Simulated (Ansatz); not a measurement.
AgBr:

```
Ag Br
1.0
     0.00000    2.87015    2.87015
     2.87015    0.00000    2.87015
     2.87015    2.87015    0.00000
Ag Br
1 1
Direct
  0.00000 0.00000 0.00000
  0.50000 0.50000 0.50000
```

| Property | Result |
| --- | --- |
| Program | Ansatz 0.2.0 |
| Task | single point |
| Functional | PBE |
| Potentials or basis | all-electron LAPW, scalar-relativistic |
| Cutoff | 214 eV (chosen from the basis error) |
| Basis error allowed | 0.001 eV/atom |
| k mesh | 8 × 8 × 8 |
| Occupations | fermi-dirac, width 0.05 eV |
| Spin | no spin polarisation |

On this cell: pressure 2.3 GPa; largest force zero by symmetry; band gap on the k mesh 0.67 eV, indirect (least direct gap 2.61 eV).

The same run follows on a disturbed copy (atoms moved at random, drawn with an rms of 0.05 Å):

```
CELL_PARAMETERS angstrom
0.00000 2.87015 2.87015
2.87015 0.00000 2.87015
2.87015 2.87015 0.00000
ATOMIC_POSITIONS crystal
Ag 0.00565 0.99636 0.00428
Br 0.51022 0.48856 0.50500
```

Q: What changes?

A: The energy moves by +0.2 meV/atom; pressure 2.3 GPa; largest force 0.034 eV/Å; band gap on the k mesh 0.67 eV, indirect (least direct gap 2.60 eV).

Forces on the atoms (eV/Å):
```
Ag  -0.025  0.019 -0.012
Br   0.025 -0.019  0.012
```

A k mesh can miss the band edges.
